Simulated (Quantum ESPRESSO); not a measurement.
PbTe: changing the choice of potentials or basis

Symmetry: Fm-3m, No. 225, cubic system. The conventional cell has a = 6.462 Å, b = 6.462 Å, c = 6.462 Å, α = 90.00°, β = 90.00°, γ = 90.00°. Pb (site symmetry m-3m) is surrounded by 6 Te at 3.23 Å. Te (site symmetry m-3m) is surrounded by 6 Pb at 3.23 Å.

Kept alike: task band structure; functional PBE; k mesh 7 × 7 × 7; occupations fermi-dirac, width 0.05 eV; no spin polarisation. Program: Quantum ESPRESSO. Cutoffs run from 952 to 1225 eV. The mesh is that of the run's cell of 2 atoms. No spin-orbit coupling.

| choice of potentials or basis | band gap (eV) | pressure (GPa) |
| --- | --- | --- |
| PseudoDojo 0.4 SR PBE stringent | 0.739 | 1.28 |
| PseudoDojo 0.4.1 SR PBE standard | 0.737 | 2.12 |
| SG15 PBE 1.2 | 0.732 | 2.13 |
| SPMS 1.0 PBE | 0.742 | 2.06 |

Pressure is positive in compression; the values hold the error of the finite cutoff, so their zero can differ a little from the energy's minimum. Spin-orbit coupling, left out here, moves the band edges of heavy atoms and can close or invert small gaps. Runs of this series that gave no sound value for these columns are left out. Gaps are the smaller of the mesh's and the band path's.

Q: What does the choice of potentials or basis change here?

A: The band gap runs from 0.732 (SG15 PBE 1.2) to 0.742 eV (SPMS 1.0 PBE). Measured: 0.19 eV at 4.2 K (a printed reference work). The gap moves here only through the cell or the potentials. The pressure runs from 1.28 (PseudoDojo 0.4 SR PBE stringent) to 2.13 GPa (SG15 PBE 1.2).
